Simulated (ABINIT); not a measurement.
Input of an ABINIT 10.8.3 (patched build) run:

Contents of run.abi:

```
# Pseudopotentials
pp_dirpath "./"
pseudos "Al.upf, N.upf"

# Structure
acell 5.882717426 5.882717426 9.4127258268
rprim
     1.0000000000     0.0000000000     0.0000000000
    -0.5000000000     0.8660254038     0.0000000000
     0.0000000000     0.0000000000     1.0000000000
ntypat 2
znucl 13 7
natom 4
typat 1 1 2 2
xred
     0.6666666667     0.3333333333     0.5000000000
     0.3333333333     0.6666666667     0.0000000000
     0.6666666667     0.3333333333     0.8800000000
     0.3333333333     0.6666666667     0.3800000000

# Plane-wave basis
ecut 35.0

# k points
kptopt 1
ngkpt 6 6 4
nshiftk 1
shiftk 0.0 0.0 0.0

# Exchange and correlation
ixc 11

# Bands and occupations
nband 10
occopt 1

# SCF cycle
nstep 100
tolvrs 1.0e-10
diemac 6.0

# Output
iomode 3
prtwf 0
prteig 0
prtebands 0
enunit 1
prtden 1
prtvha 1
prtvclmb 1
prtpot 1
prtelf 1
```

Potentials or basis: PseudoDojo NC SR PBE v0.4.1 standard.

Command:

```console
$ mpirun --bind-to none -np 8 abinit run.abi > log 2>&1
```

(1) What does it give for the pressure?

(2) Predict the largest force.

(3) Predict the band gap on the k mesh.

## Answers

(1) 2.7 GPa.

(2) 0.132 eV/Å.

(3) 4.22 eV, direct.

**Measured values to compare with.**

“Structural and optical properties of self-assembled AlN nanowires grown on SiO2/Si substrates by molecular beam epitaxy”, 2024, arxiv:2402.00216 quotes, for a bulk crystal of AlN at 0 K: band gap 6.0343 eV (an exciton energy, a little under the gap).

Measured gap of AlN: 6.0343 eV (an exciton energy, a little under the gap; 0 K; quoted in “Structural and optical properties of self-assembled AlN nanowires grown on SiO2/Si substrates by molecular beam epitaxy”, 2024, arxiv:2402.00216). This calculation gives 4.22 eV (-1.81 eV). 2 values of this kind are on record (6.034 to 6.0343 eV); this one was drawn at random. The value is that of PBE, without temperature or zero-point motion. Semilocal functionals fall short of measured gaps as a rule.
